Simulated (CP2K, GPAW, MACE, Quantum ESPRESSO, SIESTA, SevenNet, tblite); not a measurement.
**SIESTA runs on graphene armchair nanoribbon, H-capped (84 atoms)**

Aim: run graphene armchair nanoribbon, H-capped (84 atoms) in SIESTA and see how near its forces come to a plane-wave reference, and at what cost.

Program: SIESTA 5.4.2. Level of theory: the method is named at each step. Results are calculated unless marked as measured.

**1. Set-up**

The cell holds 84 atoms: 72 C and 12 H. Cell: a = 12.783 Å, b = 25.418 Å, c = 10.000 Å, α = 90.0°, β = 90.0°, γ = 90.0°. It derives from C (graphene). Graphene (a = 2.46 Å), rectangular cell with x along the armchair direction; strip nominally 15 Å wide, 3 periods, edges capped with H, 10 Å of vacuum; minimised with a classical potential. Then every atom was moved at random, 0.02 Å r.m.s. a Cartesian component (hydrogen 0.6 of that). Regions: sheet, 72 atoms (72 C); hydrogen, 12 atoms (12 H). Vacuum lies along b and c. The structure's axis is a.

The yardstick, on the same geometry:

- method: Kohn-Sham DFT, PBE, SSSP efficiency 1.3.0 pseudopotentials, plane waves (Quantum ESPRESSO 7.5); sssp-pbe-1.3.0-efficiency, cutoffs 60/480 Ry, Γ point
- r.m.s. force component: 1.395 eV/Å
- longest force: 6.256 eV/Å
- gap (highest filled to lowest empty level): 0.5207 eV
- time: 53 min on 1 thread of Arm Neoverse N1, shared host
- CPU time: 53 min

**2. PBE, DZP, shift 0.01 Ry, mesh 300 Ry**

Method: Kohn-Sham DFT, PBE, PseudoDojo 0.4.1 norm-conserving pseudopotentials (converted to PSML), numerical atomic orbitals (DZP), diagonalisation.

The .psml files are PseudoDojo norm-conserving potentials that we converted to this format, checked against plane waves on the same files for H, C, O, Si, Ge and Ca alone.

The input, input.fdf:

```
SystemLabel cell
NumberOfAtoms 84
NumberOfSpecies 2
%block ChemicalSpeciesLabel
  1 6 C
  2 1 H
%endblock ChemicalSpeciesLabel
LatticeConstant 1.0 Ang
%block LatticeVectors
  12.78253 0.00000 0.00000
  0.00000 25.41794 0.00000
  0.00000 0.00000 10.00000
%endblock LatticeVectors
PAO.BasisSize DZP
PAO.EnergyShift 0.01 Ry
XC.Functional GGA
XC.Authors PBE
MeshCutoff 300 Ry
%block kgrid_Monkhorst_Pack
  1 0 0 0.0
  0 1 0 0.0
  0 0 1 0.0
%endblock kgrid_Monkhorst_Pack
SolutionMethod diagon
OccupationFunction FD
ElectronicTemperature 580 K
SCF.Mixer.Method Pulay
SCF.Mixer.Weight 0.05
SCF.Mixer.History 8
SCF.Mix Hamiltonian
MaxSCFIterations 300
SCF.DM.Tolerance 1e-04
SCF.H.Tolerance 1.0e-3 eV
WriteForces T
Write.HirshfeldPop T
Write.VoronoiPop T
Write.DM F
Write.H F
XML.Write F
AtomicCoordinatesFormat Fractional
%block AtomicCoordinatesAndAtomicSpecies
  0.05398 0.28604 0.50129 1
  0.11347 0.23981 0.49768 1
  0.22027 0.24147 0.49996 1
  0.28292 0.28673 0.50091 1
  0.05419 0.38085 0.50000 1
  0.10976 0.33371 0.50070 1
  0.22382 0.33399 0.50010 1
  0.27882 0.38137 0.49981 1
  0.05687 0.47550 0.50033 1
  0.11154 0.42979 0.50262 1
  0.21936 0.42876 0.50122 1
  0.28175 0.47587 0.49986 1
  0.05554 0.57061 0.49884 1
  0.11157 0.52477 0.50250 1
  0.22135 0.52221 0.50192 1
  0.27929 0.57077 0.50092 1
  0.05244 0.66634 0.50129 1
  0.11149 0.61965 0.49966 1
  0.22141 0.61879 0.50030 1
  0.27613 0.66675 0.50049 1
  0.05468 0.75949 0.50081 1
  0.10898 0.71307 0.50309 1
  0.22521 0.71431 0.50147 1
  0.28090 0.75995 0.50446 1
  0.38671 0.28673 0.50100 1
  0.44965 0.24066 0.50049 1
  0.55536 0.23952 0.49798 1
  0.61439 0.28569 0.49935 1
  0.38656 0.38218 0.50176 1
  0.44419 0.33519 0.49693 1
  0.55591 0.33543 0.49658 1
  0.61376 0.38151 0.50210 1
  0.38793 0.47491 0.49850 1
  0.44712 0.42814 0.49957 1
  0.55353 0.42975 0.50095 1
  0.61180 0.47531 0.50276 1
  0.39175 0.57220 0.49696 1
  0.44275 0.52257 0.50141 1
  0.55644 0.52510 0.50041 1
  0.61191 0.57174 0.50064 1
  0.39109 0.66591 0.49798 1
  0.44423 0.61885 0.50093 1
  0.55767 0.61705 0.50169 1
  0.60973 0.66562 0.50346 1
  0.38591 0.75890 0.50113 1
  0.44414 0.71435 0.50255 1
  0.55396 0.71463 0.49522 1
  0.60971 0.75921 0.50157 1
  0.72049 0.28705 0.49820 1
  0.78365 0.24082 0.50099 1
  0.88743 0.24140 0.50040 1
  0.94551 0.28699 0.49800 1
  0.72441 0.38210 0.49899 1
  0.77830 0.33465 0.49844 1
  0.88830 0.33412 0.50351 1
  0.94340 0.38095 0.49921 1
[... 24 atom lines left out ...]
  0.74796 0.20072 0.50003 2
  0.91959 0.20190 0.49851 2
  0.75352 0.79885 0.50109 2
  0.91331 0.79757 0.50132 2
%endblock AtomicCoordinatesAndAtomicSpecies
```

Run with:

```sh
$ OMP_NUM_THREADS=1 siesta < input.fdf > output.txt
```

Log:

```text
Version         : 5.4.2
reinit: System Name:
reinit: System Label: cell
initatom: Reading input for the pseudopotentials and atomic orbitals ----------
Species number:   1 Atomic number:    6 Label: C
Species number:   2 Atomic number:    1 Label: H
Ground state valence configuration (from tables):   2s02  2p02  3d00  4f00
Ground state valence configuration (from tables):   1s01  2p00  3d00  4f00
---- Processing specs for species: C
GGA--PBE XC_GGA_X_PBE--XC_GGA_C_PBE pb
---- Processing specs for species: H
GGA--PBE XC_GGA_X_PBE--XC_GGA_C_PBE pb
C pseudopotential only contains V_ls up to l=1 -- lmxkb reset.
H pseudopotential only contains V_ls up to l=1 -- lmxkb reset.
Using PAO.SplitTailNorm
%block ChemicalSpeciesLabel
    1    6 C                       # Species index, atomic number, species label
    2    1 H                       # Species index, atomic number, species label
%endblock ChemicalSpeciesLabel
%block PAO.Basis                 # Define Basis set
C                     2                    # Species label, number of l-shells
 n=2   0   2                         # n, l, Nzeta
   4.484      3.048
   1.000      1.000
 n=2   1   2 P   1                   # n, l, Nzeta, Polarization, NzetaPol
   5.436      3.692
   1.000      1.000
H                     1                    # Species label, number of l-shells
 n=1   0   2 P   1                   # n, l, Nzeta, Polarization, NzetaPol
   5.233      3.529
   1.000      1.000
%endblock PAO.Basis
coor:   Atomic-coordinates input format  =     Fractional
siesta: System type = chain
initatomlists: Number of atoms, orbitals, and projectors:     84   996   636
siesta: ******************** Simulation parameters ****************************
Total number of electrons:   300.000000
Total ionic charge:   300.000000
 Kpoints in:            1 . Kpoints trimmed:            1
siesta: k-grid: Number of k-points = 1
siesta: k-points from Monkhorst-Pack grid
siesta: k-cutoff (effective) =     5.000 Ang
siesta: k-point supercell and displacements
siesta: k-grid:     1     0     0      0.000
siesta: k-grid:     0     1     0      0.000
siesta: k-grid:     0     0     1      0.000
                     ====================================
                        Single-point calculation
                     ====================================
outcell: Unit cell vectors (Ang):
       12.782530    0.000000    0.000000
        0.000000   25.417940    0.000000
        0.000000    0.000000   10.000000
outcell: Cell vector modules (Ang)   :   12.782530   25.417940   10.000000
outcell: Cell angles (23,13,12) (deg):     90.0000     90.0000     90.0000
outcell: Cell volume (Ang**3)        :   3249.0558
new_DM -- step:     1
Initializing Density Matrix...
Attempting to read DM from file... Failed...
DM filled with atomic data:
InitMesh: MESH = 144 x 270 x 108 = 4199040
InitMesh: Mesh cutoff (required, used) =   300.000   311.852 Ry
stepf: Fermi-Dirac step function
        iscf     Eharris(eV)        E_KS(eV)     FreeEng(eV)     dDmax    Ef(eV) dHmax(eV)
   scf:    1   -11895.979586   -11951.836817   -11951.841530  1.932371 -5.854069  6.843024
   scf:    2   -11955.008296   -11953.461096   -11953.466002  0.012297 -5.699489  5.973730
   scf:    3   -11962.234912   -11958.859061   -11958.864861  0.070016 -4.735414  3.361464
   scf:    4   -11961.529477   -11960.577766   -11960.584059  0.060240 -3.874931  0.937322
   scf:    5   -11960.773725   -11960.688497   -11960.694613  0.009668 -3.766160  0.532862
   scf:    6   -11960.770979   -11960.738917   -11960.744882  0.009503 -3.872744  0.524262
[...]
scf:   14   -11960.819385   -11960.819375   -11960.825163  0.000114 -3.817231  0.002075
   scf:   15   -11960.819377   -11960.819376   -11960.825164  0.000025 -3.817400  0.001253
   scf:   16   -11960.819383   -11960.819380   -11960.825166  0.000036 -3.817603  0.000904
SCF Convergence by DM+H criterion
max |DM_out - DM_in|         :     0.0000360434
max |H_out - H_in|      (eV) :     0.0009035982
SCF cycle converged after 16 iterations
Using DM_out to compute the final energy and forces
siesta: E_KS(eV) =           -11960.8194
siesta: E_KS - E_eggbox =    -11960.8194
siesta: Atomic forces (eV/Ang):
     1    1.888386    0.179768   -0.330899
     2    0.155790    0.116148    0.221477
     3    0.659446   -1.906076   -0.041711
     4   -6.380509    0.254791    0.014553
     5    0.436280    1.364810    0.104711
     6    1.370459   -0.542469    0.000933
[...]
82    0.925852   -0.537376    0.030318
    83    0.844718    1.363492    0.029626
    84   -1.142351    1.599955   -0.016658
----------------------------------------
   Tot   -0.004916   -0.002585    0.002794
----------------------------------------
   Max    6.854405
   Res    1.541455    sqrt( Sum f_i^2 / 3N )
----------------------------------------
   Max    6.854405    constrained
Stress tensor Voigt[x,y,z,yz,xz,xy] (kbar):      -67.20      -70.92        0.16       -0.16        0.04       -0.56
(Free)E + p*V (eV/cell)   -11867.5611
Target enthalpy (eV/cell)   -11960.8252
siesta: Program's energy decomposition (eV):
siesta: Ebs     =     -3875.895474
siesta: Eions   =     20687.004740
siesta: Ena     =      5504.144667
siesta: Ekin    =      8346.594510
siesta: Enl     =      -445.177943
siesta: DEna    =      -363.067079
siesta: DUscf   =        26.923318
siesta: Ex      =     -3967.222048
siesta: Ec      =      -376.010065
siesta: Exc     =     -4343.232114
siesta: Eharris =    -11960.819383
siesta: Etot    =    -11960.819380
siesta: FreeEng =    -11960.825166
siesta: Final energy (eV):
siesta:  Band Struct. =   -3875.895474
siesta:       Kinetic =    8346.594510
siesta:       Hartree =   44447.068728
siesta:         Exch. =   -3967.222048
siesta:         Corr. =    -376.010065
siesta:   Exch.-corr. =   -4343.232114
siesta:  Ion-electron =  -96336.693868
siesta:       Ion-ion =   35925.443364
siesta:         Total =  -11960.819380
siesta:         Fermi =      -3.817603
siesta: Stress tensor (static) (eV/Ang**3):
siesta:    -0.041945   -0.000348    0.000022
siesta:    -0.000348   -0.044267   -0.000103
siesta:     0.000022   -0.000103    0.000098
siesta: Cell volume =       3249.055806 Ang**3
siesta: Pressure (static):
siesta:                Solid            Molecule  Units
siesta:           0.00031264          0.00020977  Ry/Bohr**3
siesta:           0.02870498          0.01925984  eV/Ang**3
siesta:          45.99044449         30.85767249  kBar
    Orbital volume contribution        =          30.411544 eV
    (Free)E + p_basis*V_orbitals       =      -11930.413622 eV
    (Free)Eharris+ p_basis*V_orbitals  =      -11930.413626 eV
siesta: Electric dipole (a.u.)  =    0.000000    0.152823   -0.011300
siesta: Electric dipole (Debye) =    0.000000    0.388438   -0.028723
Hirshfeld Atomic Populations:
Atom #   charge [q] valence [e]  Species
     1     0.004168    3.995832  C
     2    -0.037239    4.037239  C
     3    -0.032849    4.032849  C
     4    -0.000126    4.000126  C
     5     0.003190    3.996810  C
     6     0.002268    3.997732  C
[...]
73     0.030476    0.969524  H
    74     0.022825    0.977175  H
    75     0.031690    0.968310  H
    76     0.031779    0.968221  H
    77     0.024235    0.975765  H
    78     0.030240    0.969760  H
[...]
--------------------
 Total    -0.000012
Voronoi Atomic Populations:
Atom #   charge [q] valence [e]  Species
[...]
70     0.006503    3.993497  C
    71    -0.005616    4.005616  C
    72    -0.020519    4.020519  C
[...]
82     0.015325    0.984675  H
    83     0.013999    0.986001  H
    84     0.009544    0.990456  H
--------------------
 Total    -0.000012
```

Run time: 4.9 min. Hardware: 1 thread of Arm Neoverse N1, shared host; peak memory 1.1 GiB.

Banners, paths, timers and routine set-up lines are dropped from the logs unmarked, and long logs keep their key lines alone; longer cuts are marked.

Compared with the plane-wave run:

```
r.m.s. force component                           : 1.541 eV/Å
r.m.s. difference of force components            : 225.4 meV/Å
longest difference of force vectors              : 776.6 meV/Å
force difference over r.m.s. force               : 16.16 %
slope of forces against the reference's          : 1.097
correlation of force components                  : 0.9931
gap (highest filled to lowest empty level) : 0.5392 eV
gap difference                                   : 0.0185 eV
```

Length of the force difference by element (eV/Å):

```
element  atoms  mean  most
      C     72  0.28  0.66
      H     12  0.68  0.78
```

Levels nearest the highest filled one (eV from it): -2.66, -2.62, -2.11, -2.04, -1.97, -1.91, -1.85, -1.75, -1.65, -0.95, -0.50, 0.00, 0.54, 1.15, 1.37, 1.75, 1.97, 2.10, 2.18, 2.36, 2.41, 2.55, 3.03, 3.14.

The surroundings of C27, whose charge lies farthest from its element's mean, nearest first, numbered as they follow in the input and with coordinates relative to it.

| atom | x | y | z | distance (Å) | bonds | Hirshfeld charge (e) | Fx | Fy | Fz (eV/Å) |
| --- | --- | --- | --- | --- | --- | --- | --- | --- | --- |
| C27 | 0.00 | 0.00 | 0.00 | 0.00 | 3 | -0.04 | 0.31 | 0.31 | 0.16 |
| H78 | 0.44 | -0.97 | 0.02 | 1.06 | 1 | 0.03 | 1.00 | -1.49 | -0.03 |
| C26 | -1.35 | 0.03 | 0.03 | 1.35 | 3 | -0.03 | -2.24 | -1.29 | -0.03 |
| C28 | 0.75 | 1.17 | 0.01 | 1.40 | 3 | 0.00 | -4.13 | 1.85 | -0.37 |
| H77 | -1.84 | -0.97 | 0.03 | 2.08 | 1 | 0.02 | -0.12 | 0.17 | 0.02 |
| C49 | 2.11 | 1.21 | 0.00 | 2.43 | 3 | 0.00 | 4.26 | -0.54 | 0.17 |
| C31 | 0.01 | 2.44 | -0.01 | 2.44 | 3 | 0.00 | 0.78 | -2.80 | 0.31 |
| C25 | -2.16 | 1.20 | 0.03 | 2.47 | 3 | 0.00 | 6.85 | 0.21 | -0.24 |
| H81 | 2.46 | -0.99 | 0.02 | 2.65 | 1 | 0.03 | -0.20 | 0.37 | 0.06 |

Forces lie 16 % from the reference's, at 0.091 times its CPU time.

**3. PBE, SZ, shift 0.01 Ry, mesh 300 Ry**

Method: Kohn-Sham DFT, PBE, PseudoDojo 0.4.1 norm-conserving pseudopotentials (converted to PSML), numerical atomic orbitals (SZ), diagonalisation.

Edit input.fdf of step 2 so:

```diff
@@ -13,3 +13,3 @@
 %endblock LatticeVectors
-PAO.BasisSize DZP
+PAO.BasisSize SZ
 PAO.EnergyShift 0.01 Ry
```

Log:

```text
Version         : 5.4.2
reinit: System Name:
reinit: System Label: cell
initatom: Reading input for the pseudopotentials and atomic orbitals ----------
Species number:   1 Atomic number:    6 Label: C
Species number:   2 Atomic number:    1 Label: H
Ground state valence configuration (from tables):   2s02  2p02  3d00  4f00
[... lines left out ...]
SCF Convergence by DM+H criterion
[... lines left out ...]
SCF cycle converged after 13 iterations
[... lines left out ...]
   Max    7.876175
[... lines left out ...]
   Max    7.876175    constrained
Stress tensor Voigt[x,y,z,yz,xz,xy] (kbar):     -139.01     -151.43        0.06       -0.21        0.02       -0.33
[... lines left out ...]
siesta: FreeEng =    -11846.313191
[... lines left out ...]
siesta:         Fermi =      -6.299246
[... lines left out ...]
siesta:          96.79277568         55.77438196  kBar
    Orbital volume contribution        =          15.323319 eV
    (Free)E + p_basis*V_orbitals       =      -11830.989872 eV
    (Free)Eharris+ p_basis*V_orbitals  =      -11830.989872 eV
siesta: Electric dipole (a.u.)  =    0.000000    0.065422   -0.023221
siesta: Electric dipole (Debye) =    0.000000    0.166286   -0.059021
Hirshfeld Atomic Populations:
Atom #   charge [q] valence [e]  Species
     1     0.002726    3.997274  C
     2    -0.037715    4.037715  C
     3    -0.034768    4.034768  C
[...]
73     0.041232    0.958768  H
    74     0.035365    0.964635  H
    75     0.042626    0.957374  H
[...]
--------------------
 Total    -0.000015
Voronoi Atomic Populations:
Atom #   charge [q] valence [e]  Species
[...]
71    -0.001437    4.001437  C
    72    -0.013533    4.013533  C
[...]
83     0.015035    0.984965  H
    84     0.008596    0.991404  H
--------------------
 Total    -0.000015
```

Elapsed: 90 s, on 1 thread; peak memory 0.75 GiB.

Compared with the plane-wave run:

| Property | Result |
| --- | --- |
| r.m.s. force component | 1.983 eV/Å |
| r.m.s. difference of force components | 946.8 meV/Å |
| longest difference of force vectors | 3878 meV/Å |
| force difference over r.m.s. force | 67.85 % |
| slope of forces against the reference's | 1.28 |
| correlation of force components | 0.9004 |
| gap (highest filled to lowest empty level) | 0.5634 eV |
| gap difference | 0.0427 eV |

This is a coarse setting, run to see what it loses.

Against the first run (16 %), the force difference from the reference is 68 %, at 0.31 times the CPU time, with 300 basis functions against 996: the smaller basis costs accuracy.

The difference per atom is largest on H (3.5 eV/Å on average, against 0.92 on C).

**4. RPBE, PBE potentials, DZP, shift 0.01 Ry, mesh 300 Ry**

Method: Kohn-Sham DFT, RPBE, PseudoDojo 0.4.1 norm-conserving pseudopotentials (converted to PSML), numerical atomic orbitals (DZP), diagonalisation.

Edit input.fdf of step 3 so:

```diff
@@ -13,6 +13,6 @@
 %endblock LatticeVectors
-PAO.BasisSize SZ
+PAO.BasisSize DZP
 PAO.EnergyShift 0.01 Ry
 XC.Functional GGA
-XC.Authors PBE
+XC.Authors RPBE
 MeshCutoff 300 Ry
```

Log:

```text
Version         : 5.4.2
reinit: System Name:
reinit: System Label: cell
initatom: Reading input for the pseudopotentials and atomic orbitals ----------
Species number:   1 Atomic number:    6 Label: C
Species number:   2 Atomic number:    1 Label: H
Ground state valence configuration (from tables):   2s02  2p02  3d00  4f00
[... lines left out ...]
SCF Convergence by DM+H criterion
[... lines left out ...]
SCF cycle converged after 15 iterations
[... lines left out ...]
   Max    6.842228
[... lines left out ...]
   Max    6.842228    constrained
Stress tensor Voigt[x,y,z,yz,xz,xy] (kbar):      -70.39      -73.21        0.16       -0.17        0.04       -0.56
[... lines left out ...]
siesta: FreeEng =    -11973.602050
[... lines left out ...]
siesta:         Fermi =      -3.738725
[... lines left out ...]
siesta:          47.81382319         31.94083952  kBar
    Orbital volume contribution        =          30.468064 eV
    (Free)E + p_basis*V_orbitals       =      -11943.133985 eV
    (Free)Eharris+ p_basis*V_orbitals  =      -11943.133987 eV
siesta: Electric dipole (a.u.)  =    0.000000    0.154806   -0.011156
siesta: Electric dipole (Debye) =    0.000000    0.393477   -0.028356
Hirshfeld Atomic Populations:
Atom #   charge [q] valence [e]  Species
     1     0.004391    3.995609  C
     2    -0.035713    4.035713  C
     3    -0.031356    4.031356  C
[...]
73     0.028667    0.971333  H
    74     0.020974    0.979026  H
    75     0.029810    0.970190  H
[...]
--------------------
 Total     0.000010
Voronoi Atomic Populations:
Atom #   charge [q] valence [e]  Species
[...]
71    -0.005480    4.005480  C
    72    -0.019006    4.019006  C
[...]
83     0.012053    0.987947  H
    84     0.007726    0.992274  H
--------------------
 Total     0.000010
```

Wall time 4.7 min (1 thread); peak memory 1.1 GiB.

Compared with the plane-wave run:

```yaml
r_m_s_force_component: 1.541 eV/Å
r_m_s_difference_of_force_components: 217.3 meV/Å
longest_difference_of_force_vectors: 707.4 meV/Å
force_difference_over_r_m_s_force: 15.58 %
slope_of_forces_against_the_reference_s: 1.098
correlation_of_force_components: 0.994
spacing_of_highest_filled_and_lowest_empty_level: 0.5422 eV
gap_difference: 0.0215 eV
```

Against the first run (16 %), the force difference from the reference is 16 %, at 0.96 times the CPU time; the model has changed, so this is no error of the program alone.

[end of part 1 of 2]

[Also dropped from logs without a mark: logging warnings of Python, and SIESTA's first energy breakdown and zero terms.]

[Logs are printed without paths, hosts, clocks, repeated set-up lines and the standing remarks that a program may print on its own settings, such as how far it seeks lower states.]

[Hosts, paths, dates, database ids (printed as entryN), source tags and the programs' standing remarks are cut or masked in the printed files.]
